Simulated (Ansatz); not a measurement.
Set up this calculation in Ansatz 0.2.0, as the native input.

```yaml
Task: single point
Functional: RPBE
Potentials_or_basis: Ansatz PAW
Cutoff: "420 eV (not typed: the program's choice for these potentials)"
k_mesh: 11 × 11 × 11
Occupations: gaussian, width 0.02 eV
Spin: no spin polarisation
```

The system is Au.

```xyz
1
Lattice="0.0000 2.0350 2.0350 2.0350 0.0000 2.0350 2.0350 2.0350 0.0000" Properties=species:S:1:pos:R:3 pbc="T T T"
Au    0.0000    0.0000    0.0000
```

The input as run:

input.yaml

```yaml
crystal:
  lattice:
    - [0.0, 2.035, 2.035]
    - [2.035, 0.0, 2.035]
    - [2.035, 2.035, 0.0]
  atoms:
    - { symbol: Au, position: [0.0, 0.0, 0.0] }
hamiltonian:
  xc: rpbe
  pseudopotentials: { kind: paw }
kpoints:
  mp_grid: { grid: [11, 11, 11] }
scf:
  occupations: { method: gaussian, width: 0.02 }
output:
  forces: true
  stress: true
  eigenvalues: true
```

Potentials or basis: Ansatz PAW.

Run with:

```console
$ ansatz run input.yaml --threads 2 --pin off --max-ram 5632MiB --backend cpu --events-out ev --progress --plain --runs-dir out
```

Results of the run:

The pressure is 14.9 GPa and the band gap on the k mesh is none (metal or under the smearing width).

Caveat: the PAW data sets come from PBE, with cores solved anew for the run's functional, which leaves a small shift of forces and pressure.

Run time: 0.59 s on 2 threads of Arm Neoverse V1, with other jobs on the host, peak memory 0.26 GiB.
